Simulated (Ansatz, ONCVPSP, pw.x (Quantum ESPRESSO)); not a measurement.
# What a changed setting does to a pw.x run (fcc In)

Potential: optimised norm-conserving Vanderbilt (ONCV), ONCVPSP 4.0.1.1 (patched build), LDA (Perdew-Wang 92); core [Ar] 3d10, reference 4s2 4p6 4d10 5s2 5p1; waves: 4s+5s: rc 1.50 bohr, ncon 3, nbas 6, qcut 8.2 1/bohr, 2 projectors; 4p+5p: rc 1.80 bohr, ncon 4, nbas 8, qcut 9.4 1/bohr, 3 projectors, debl 2.4 Ha; 4d: rc 1.45 bohr, ncon 3, nbas 8, qcut 8.9 1/bohr, 2 projectors, debl 2.4 Ha; local part: polynomial inside 1.45 bohr (lpopt 5, dvloc0 0 Ha); core correction: none.

The reference run (k-mesh 12³, cutoffs 85/340 Ry, Fermi–Dirac 0.01 Ry, mixing_beta 0.4, conv_thr 1e-9, no spin) gives -0.34 GPa at 24.825 Å³/atom, where all-electron LAPW gives -0.43 GPa. This run, with its own iteration cap, changes k-mesh points per axis to 2.

```
&control
  calculation='scf', prefix='x', pseudo_dir='./', outdir='./tmp', tstress=.true., disk_io='none'
/
&system
  ibrav=0, nat=1, ntyp=1, ecutwfc=85, ecutrho=340, nbnd=19,
  occupations='smearing', smearing='fd', degauss=0.01
/
&electrons
  conv_thr=1e-09, mixing_beta=0.4, electron_maxstep=60
/
ATOMIC_SPECIES
In 1.0 In.UPF
CELL_PARAMETERS angstrom
  0.00000000 2.31536655 2.31536655
  2.31536655 0.00000000 2.31536655
  2.31536655 2.31536655 0.00000000
ATOMIC_POSITIONS crystal
In 0.0000 0.0000 0.0000
K_POINTS automatic
2 2 2 0 0 0
```

```bash
pw.x < In.scf.in > In.scf.out
```

Q: How does the run end?

A: It converges in 14 iterations; the free energy moves by -260.4 meV/atom and the pressure by -7.51 GPa.

```
Message from routine setup:
     using ibrav=0 with symmetry is DISCOURAGED, use correct ibrav instead
     lattice parameter (alat)  =       6.1878  a.u.
     unit-cell volume          =     167.5274 (a.u.)^3
     number of electrons       =        21.00
     number of Kohn-Sham states=           19
     kinetic-energy cutoff     =      85.0000  Ry
     charge density cutoff     =     340.0000  Ry
     scf convergence threshold =      1.0E-09
     Exchange-correlation= SLA  PW   NOGX NOGC
     number of k points=     3  Fermi-Dirac smearing, width (Ry)=  0.0100
     iteration #  1     ecut=    85.00 Ry     beta= 0.40
     total energy              =    -380.88998050 Ry
     estimated scf accuracy    <       0.01371845 Ry
     iteration #  2     ecut=    85.00 Ry     beta= 0.40
     total energy              =    -380.89110403 Ry
     estimated scf accuracy    <       0.00157344 Ry
     iteration #  3     ecut=    85.00 Ry     beta= 0.40
     total energy              =    -380.89106149 Ry
     estimated scf accuracy    <       0.00027611 Ry
     [... 8 iterations left out ...]
     iteration # 12     ecut=    85.00 Ry     beta= 0.40
     total energy              =    -380.89107946 Ry
     estimated scf accuracy    <       0.00000053 Ry
     iteration # 13     ecut=    85.00 Ry     beta= 0.40
     total energy              =    -380.89107924 Ry
     estimated scf accuracy    <       0.00000037 Ry
     iteration # 14     ecut=    85.00 Ry     beta= 0.40
     the Fermi energy is    10.9789 ev
!    total energy              =    -380.89107932 Ry
     estimated scf accuracy    <          5.4E-10 Ry
     smearing contrib. (-TS)   =      -0.00891631 Ry
     The total energy is F=E-TS. E is the sum of the following terms:
     one-electron contribution =    -236.60467920 Ry
     hartree contribution      =     119.31884178 Ry
     xc contribution           =     -32.54085935 Ry
     ewald contribution        =    -231.05546623 Ry
     convergence has been achieved in  14 iterations
          total   stress  (Ry/bohr**3)                   (kbar)     P=      -78.54
     Message from routine punch:
     Nothing written, as per user request (disk_io='none')
```

The run took about 2.6 s on one core of a shared host (Intel(R) Xeon(R) 6975P-C, 192 threads, 1512 GiB, load 95).
